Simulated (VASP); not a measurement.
Nb: electrostatic potential with RPBE+U

Nb:

```
Nb
1.0
    -1.70954    1.61453    1.63879
     1.71415   -1.65440    1.68327
     1.69523    1.64009   -1.67866
Nb
1
Direct
  0.00162 0.99446 0.99940
```

The cell isn't the ideal one: cell strained at random at fixed volume.

```
Program                : VASP 6.6.1
Task                   : electrostatic potential
Functional             : RPBE
Potentials or basis    : VASP PAW PBE potentials, release 54 (Nb_sv)
Cutoff                 : 520 eV
k mesh                 : 11 × 11 × 11
Occupations            : gaussian, width 0.01 eV
Spin                   : no spin polarisation
Hubbard terms          : Nb d U = 5.3 eV
Further INCAR settings : ALGO = Fast; EDIFF = 1e-07
```

The pressure is 14.9 GPa and the band gap on the k mesh is none (metal or under the smearing width).

Stress tensor (GPa, compression positive):
```
12.87  0.60 -0.08
 0.60 16.87  0.79
-0.08  0.79 15.00
```

Levels at points of the mesh, in eV from the Fermi level:
```csv
k point,band 5,band 6,band 7,band 8,band 9,band 10
"(0.00, 0.00, 0.00)",-6.59,0.22,0.73,0.95,3.48,4.16
```

Eigenvalues of the final occupation matrices:
```tsv
site	spin	trace	eigenvalues
site 1 d	1	1.04	0.16 0.17 0.23 0.23 0.26
site 1 d	2	1.04	0.16 0.17 0.23 0.23 0.26
```

It took 4.8 min on 1 thread of Intel(R) Xeon(R) Platinum 8488C (Sapphire Rapids) (shared host), peak memory 0.25 GiB.

Caveat: the PAW data sets were made with another functional, which shifts forces and pressure a little; U without spin polarisation on a metal has little footing; the U is typed as a test and isn't derived for this compound.
